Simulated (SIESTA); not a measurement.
# Au in SIESTA: the effect of pseudo set

Au:

```
Au
1.0
     0.00000    2.03500    2.03500
     2.03500    0.00000    2.03500
     2.03500    2.03500    0.00000
Au
1
Direct
  0.00000 0.00000 0.00000
```

Alike in all runs:

| Property | Result |
| --- | --- |
| Program | SIESTA 5.4.2 |
| Task | single point |
| Functional | PBE |
| Basis | DZP (energy shift 0.003 Ry; two zetas on semicore shells) |
| Grid cutoff | 800 Ry |
| Energy shift | 0.003 Ry |
| k mesh | 11 × 11 × 11 |
| Occupations | fermi-dirac, width 0.05 eV |
| Spin | no spin polarisation |

| pseudo set | pressure (GPa) |
| --- | --- |
| PseudoDojo 0.4 standard | 12.3 |
| PseudoDojo 0.4 stringent | 12.3 |
| PseudoDojo 0.5 standard | 12.3 |
| SG15 1.2 | ? |
| SPMS 1.0 | 11.3 |
| Ansatz NC | 12.7 |

**Question.** What does the run with pseudo set SG15 1.2 give?

**Answer.** Pressure 10.1 GPa.

Caveats: the basis of atomic orbitals isn't converged, which shifts pressures, moduli and gaps; short orbitals over semicore shells can move pressures by several GPa (some runs).
